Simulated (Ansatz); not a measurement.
TiO2 (Pbca) under several functionals

Plane-wave DFT in Ansatz with scalar-relativistic PAW potentials. The same structure was relaxed (cell and atoms, symmetry kept) in separate runs at each level. No spin polarisation.

```tsv
level	cutoff (eV)	k mesh	V (Å³/atom)	a (Å)	b (Å)	c (Å)	gap (eV)
PBEsol	420	6×4×6	10.637	5.119	9.168	5.440	2.34
PBE+D3(BJ)	420	6×4×6	10.773	5.139	9.203	5.467	2.38
PBE	420	6×4×6	10.976	5.170	9.258	5.503	2.39
```

Q: Where does r2SCAN (500 eV, k mesh 6×4×4) fall?

A: V (Å³/atom) 10.722, a (Å) 5.135, b (Å) 9.189, c (Å) 5.454, gap (eV) 2.74. Its volume is between those of PBEsol and PBE+D3(BJ). The usual order of volumes, PBEsol < PBE, holds here (10.637, 10.976 Å³/atom). As a rule PBEsol, built on the gradient expansion of slowly varying densities, lies between LDA and PBE; PBE's stronger gradient term for exchange weakens bonds. Adding D3 to PBE changes the volume by -1.8 %; the term is attractive, so it pulls cells in. In ionic crystals its C6 for cations, set by coordination number and not by charge, is often too large, so it can pull in too far. r2SCAN lies 2.3 % under PBE in volume. Each gap belongs to its own cell, so it mixes the functional's effect with that of the volume; gaps are the least found on the k mesh or on a band path.

This form isn't the usual stable structure of the compound.